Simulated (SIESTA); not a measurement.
Fe under changes of volume

One of the cells (12.019 Å³/atom); the others are scaled copies at fixed shape and fractional positions:

```
Fe
1.0
    -1.44300    1.44300    1.44300
     1.44300   -1.44300    1.44300
     1.44300    1.44300   -1.44300
Fe
1
Direct
  0.00000 0.00000 0.00000
```

* Program: SIESTA 5.4.2
* Functional: LDA
* Potentials or basis: PseudoDojo 0.4 standard (LDA files)
* Basis: DZP (energy shift 0.003 Ry; two zetas on semicore shells)
* Grid cutoff: 800 Ry
* Energy shift: 0.003 Ry
* k mesh: 10 × 10 × 10
* Occupations: fermi-dirac, width 0.05 eV
* Spin: collinear spin, ferromagnetic start
* Starting moments: [3.0] μB

```tsv
volume (Å³/atom)	energy over the lowest point (meV/atom)	pressure (GPa)	moment (μB per cell)
11.298	0.00	-17.7	2.13
11.538	29.88	-21.8	2.14
11.778	65.61	-25.2	2.14
12.019	106.04	-27.8	2.17
12.259	?	?	?
12.499	194.97	-30.8	2.29
12.740	242.07	-31.4	2.36
```

Question: What does the run at 12.259 Å³/atom give?

Answer: Energy over the lowest point 149.53 meV/atom; pressure -29.4 GPa; moment 2.22 μB per cell.

Worked out: A Birch-Murnaghan fit of order 3 (a polynomial in V^(-2/3)) to the other rows has no minimum within the range. It gives 149.41 meV/atom at 12.259 Å³/atom, against the run's 149.53, and -dE/dV = -29.8 GPa, against -29.4. A parabola through the other rows of the moment, of slope 0.227 μB per Å³/atom there, gives 2.22 μB, against the run's 2.22.

Energies are extrapolated to zero smearing.

Caveats: short orbitals over semicore shells can move pressures by several GPa; the basis of atomic orbitals isn't converged, which shifts pressures, moduli and gaps; the cell as given lies far from equilibrium (some runs).
